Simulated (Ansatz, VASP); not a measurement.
One calculation of CaO (Lime), two programs

```xyz
2
Lattice="0.0000 2.3985 2.4065 2.3985 0.0000 2.4065 2.3985 2.3985 0.0000" Properties=species:S:1:pos:R:3 pbc="T T T"
Ca    0.0000    0.0000    0.0000
O     2.3985    2.3985    2.4065
```

Alike in both runs: task single point; functional PBEsol; k mesh 8 × 8 × 8; occupations gaussian, width 0.05 eV; no spin polarisation.

```csv
,VASP,Ansatz
version,VASP 6.6.1,Ansatz 0.2.0
potentials or method,"VASP PAW PBE potentials, release 64 (Ca_sv, O)","plane waves, PAW"
plane-wave cutoff (eV),520,520
valence electrons in the cell,16,16
```

Ansatz gave:

```
pressure (GPa)                                  : -2.4
largest component of the traceless stress (GPa) : 0.33
```

Estimate VASP's values.

pressure (GPa): -1.8; largest component of the traceless stress (GPa): 0.34.

The functional is the same, so the differences come from potentials, cutoffs and numerics.

Caveats: the PAW data sets were made with another functional, which shifts forces and pressure a little (VASP). A k mesh can miss the band edges. PBEsol gaps usually lie below the measured ones, often by a third to a half.
